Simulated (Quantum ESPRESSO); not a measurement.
**Cs in Quantum ESPRESSO: the effect of functional**

The system is Cs.

```
Cs
1.0
    -3.12847    3.12847    3.12847
     3.12847   -3.12847    3.12847
     3.12847    3.12847   -3.12847
Cs
1
Cartesian
  0.0000 0.0000 0.0000
```

Alike in all runs:

```yaml
Program: Quantum ESPRESSO 7.5
Task: phonons
Cutoff: 612 eV
Density_cutoff: 4898 eV
k_mesh: 4 × 4 × 4
Occupations: cold, width 0.2 eV
Spin: no spin polarisation
```

Each run relaxes the cell or the atoms first.

| functional | potentials or basis | relaxed volume (Å³/atom) | highest phonon frequency (cm⁻¹) |
| --- | --- | --- | --- |
| LDA | GBRV 1.5 LDA | 93.05 | 38 |
| PBEsol | GBRV 1.5 PBEsol | 109.30 | 34 |
| AM05 | GBRV 1.5 PBE | 119.88 | 32 |
| WC | GBRV 1.5 PBE | ? | ? |
| BLYP | GBRV 1.5 PBE | 126.49 | 30 |
| vdW-DF-cx | GBRV 1.5 PBE | 103.12 | 37 |

Problem. What does the run with functional WC give?

Solution. Relaxed volume 112.14 Å³/atom; highest phonon frequency 33 cm⁻¹.

Caveats: the mesh is thin for the phonons of a metal; the potentials were made for another functional, which shifts forces and pressure (some runs); the volume moved by over 15 % at a fixed basis, so the end points are rough (some runs).

Runs at the PBE level aren't shown here.
